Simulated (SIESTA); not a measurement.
Runs of SIESTA 5.4.2 on MoS2. It takes space group R3m (No. 160, trigonal). Conventional cell: a = 3.160 Å, b = 3.160 Å, c = 18.450 Å, α = 90.00°, β = 90.00°, γ = 120.00°. Around Mo (site symmetry 3m) lie 6 S at 2.39 Å. Around S (site symmetry 3m) lie 3 Mo at 2.39 Å. S (site symmetry 3m) is surrounded by 3 Mo at 2.39 Å. Measurements of this composition are mostly on another form, of space group No. 194.

```tsv
task	level	potentials or basis	k mesh	gap on the mesh (eV)	pressure (GPa)	largest force (eV/Å)
single point	PBE	PseudoDojo 0.4 standard (PBE files), TZP (energy shift 0.003 Ry; two zetas on semicore shells)	7 × 7 × 7	1.12	7.8	0.90
single point	PBE	PseudoDojo 0.4 standard (PBE files), TZDP (energy shift 0.003 Ry; two zetas on semicore shells)	7 × 7 × 7	1.09	7.6	0.87
single point	PBE	PseudoDojo 0.4 standard (PBE files), DZP (energy shift 0.003 Ry; two zetas on semicore shells)	7 × 7 × 7	1.14	8.3	0.96
single point	PBE	PseudoDojo 0.4 standard (PBE files), DZ (energy shift 0.003 Ry; two zetas on semicore shells)	7 × 7 × 7	0.90	17.5	(a)
single point	PBE	PseudoDojo 0.4 standard (PBE files), SZ (energy shift 0.003 Ry)	7 × 7 × 7	0.61	22.3	3.13
single point	PBE	PseudoDojo 0.4 standard (PBE files), SZP (energy shift 0.003 Ry)	7 × 7 × 7	(b)	9.5	1.26
band structure	LDA	PseudoDojo 0.4 standard (LDA files), DZP (energy shift 0.003 Ry; two zetas on semicore shells)	10 × 10 × 10	0.94	0.6	0.53
```

Alike in all rows: no spin polarisation; cell as given; smearing fermi-dirac 0.05 eV; grid cutoff 800 Ry; energy shift 0.003 Ry.

Question: Fill in the values left out.

Answer: (a) 2.38; (b) 1.05.

Caveats: the basis of atomic orbitals isn't converged, which shifts pressures, moduli and gaps; an odd mesh through Γ misses points on the zone boundary, where band edges often lie (some runs); forces of over 1 eV/Å show positions far from the minimum, so gaps and moduli don't describe the material at rest (some runs); the basis has no polarisation orbitals (some runs).

A k mesh can miss the band edges, and the runs leave out spin-orbit coupling on Mo.
